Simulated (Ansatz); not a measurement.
# AlGa3N4: the cost of one run

Method: DFT PBE, scalar-relativistic, plane waves, PAW, in Ansatz 0.2.0.

### 1 Starting point

It takes space group Pm-3m (No. 221, cubic). The conventional cell has a = 4.826 Å, b = 4.826 Å, c = 4.826 Å, α = 90.00°, β = 90.00°, γ = 90.00°. Al (site symmetry m-3m) has 6 N at 2.41 Å in its first shell of neighbours. Around Ga (site symmetry 4/mmm) lie 6 N at 2.41 Å. N (site symmetry 4/mmm) is surrounded by 2 Al at 2.41 Å and 4 Ga at 2.41 Å. Around N (site symmetry m-3m) lie 6 Ga at 2.41 Å.

Structure file:

```xyz
8
Lattice="4.8261 0.0000 0.0000 0.0000 4.8261 0.0000 0.0000 0.0000 4.8261" Properties=species:S:1:pos:R:3 pbc="T T T"
Al    0.0000    0.0000    0.0000
Ga    2.4131    0.0000    2.4131
Ga    2.4131    2.4131    0.0000
Ga    0.0000    2.4131    2.4131
N     0.0000    2.4131    0.0000
N     2.4131    2.4131    2.4131
N     0.0000    0.0000    2.4131
N     2.4131    0.0000    0.0000
```

The start is an ordering of an alloy on its end members' structure types: elements ordered on the sites of the AlN type, Al/Ga on Al (Pm-3m, No. 221).

### 2 Probe: one point on a coarse mesh

input.yaml reads:

```yaml
crystal:
  lattice:
    - [4.82611917, 0.0, 0.0]
    - [0.0, 4.82611917, 0.0]
    - [0.0, 0.0, 4.82611917]
  atoms:
    - { symbol: Al, position: [0.0, 0.0, 0.0] }
    - { symbol: Ga, position: [0.5, 0.0, 0.5] }
    - { symbol: Ga, position: [0.5, 0.5, 0.0] }
    - { symbol: Ga, position: [0.0, 0.5, 0.5] }
    - { symbol: "N", position: [0.0, 0.5, 0.0] }
    - { symbol: "N", position: [0.5, 0.5, 0.5] }
    - { symbol: "N", position: [0.0, 0.0, 0.5] }
    - { symbol: "N", position: [0.5, 0.0, 0.0] }
basis:
  ecutwfc: 420
kpoints:
  mp_grid: { grid: [4, 4, 4] }
hamiltonian:
  xc: pbe
scf:
  occupations: { method: gaussian, width: 0.1 }
  lower_state_search: "off"
output:
  forces: true
  stress: true
  eigenvalues: true
```

Started as:

```bash
> ansatz run input.yaml --threads 1 --pin off --max-ram 2560MiB --backend cpu --events-out ev --progress --plain --runs-dir out
```

Q: Estimate wall time and peak memory on 1 thread of Arm Neoverse V1, shared host.

About 2.9 s, with a peak of 0.35 GiB.
